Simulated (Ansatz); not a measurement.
# Ta: a surface, (110), 5 layers

What do the surfaces of Ta (110), 5 layers cost, and how tightly do they hold an electron? Methods of the runs shown: LAPW. Companion runs by PAW are cited. Its runs: bulk in the slab's orientation (LAPW); the reference run (LAPW); atoms relaxed (LAPW); field of 0.2 V/Å along the normal (LAPW); no images along the normal (LAPW).

Program: Ansatz 0.2.0. Level of theory: DFT, LDA, all-electron LAPW, scalar-relativistic. These are calculated values, not measurements.

## 1. The starting structure

The structure is cubic, space group Im-3m (No. 229). The conventional cell has a = 3.253 Å, b = 3.253 Å, c = 3.253 Å, α = 90.00°, β = 90.00°, γ = 90.00°. Around Ta (site symmetry m-3m) lie 8 Ta at 2.82 Å.

As a file:

```
CELL_PARAMETERS angstrom
-1.62661 1.62661 1.62661
1.62661 -1.62661 1.62661
3.25322 3.25322 0.00000
ATOMIC_POSITIONS crystal
Ta 0.00000 0.00000 0.00000
Ta 0.50000 0.50000 0.50000
```

Atoms are numbered in the order of the input: Ta1, Ta2.

## 2. Bulk in the slab's orientation, LAPW

input.yaml reads:

```yaml
crystal:
  lattice:
    - [-1.626610077, 1.626610077, 1.626610077]
    - [1.626610077, -1.626610077, 1.626610077]
    - [3.253220154, 3.253220154, 0.0]
  atoms:
    - { symbol: Ta, position: [0.0, 0.0, 0.0] }
    - { symbol: Ta, position: [0.5, 0.5, 0.5] }
kpoints:
  mp_grid: { grid: [15, 15, 9] }
scf:
  occupations: { method: fermi_dirac, width: 0.08 }
hamiltonian:
  xc: lda
  pseudopotentials: { kind: all_electron, lapw: { basis_error: 0.001 } }
output:
  forces: true
  stress: true
  eigenvalues: true
```

The run is started by

```
> ansatz run input.yaml --threads 2 --pin off --max-ram 4096MiB --backend cpu --events-out ev --progress --plain --runs-dir out
```

The runs that follow: Slab as cut, LAPW; Atoms relaxed, LAPW; Field of 0.2 V/Å along the normal, LAPW; No images along the normal, LAPW.

**Question.** What will these runs give? Wanted: surface energy; work function; outer layer spacing; core-level shifts among the layers (for each run or level that gives them).

**Answer**, as computed:

```
                                      quantity                               value
                surface energy (LAPW, relaxed)                           2.68 J/m²
                 work function (LAPW, relaxed)                             4.98 eV
                    outer layer spacing (LAPW)                       2.30 → 2.21 Å
                 surface energy (PAW, relaxed)                           2.68 J/m²
                  work function (PAW, relaxed)                             4.98 eV
                     outer layer spacing (PAW)                       2.30 → 2.21 Å
core-level shifts among the layers (PAW holes)  Ta1 +0.00, Ta2 -0.34, Ta3 -0.37 eV
```

What this shows: By LAPW the surface costs 2.73 J/m² as cut and 2.68 J/m² relaxed. The outermost spacing changes by -4.1 % (LAPW). The field of 0.2 V/Å along the normal induces a dipole of 0.109 e·Å per cell (LAPW). The outermost spacing changes by -4.1 % (PAW). The field of 0.2 V/Å along the normal induces a dipole of 0.109 e·Å per cell (PAW). Thickness wasn't converged, and no reconstruction was sought. Spin-orbit coupling is left out, though the cell holds Ta; in elements this heavy it can shift bands and gaps by tenths of an eV.
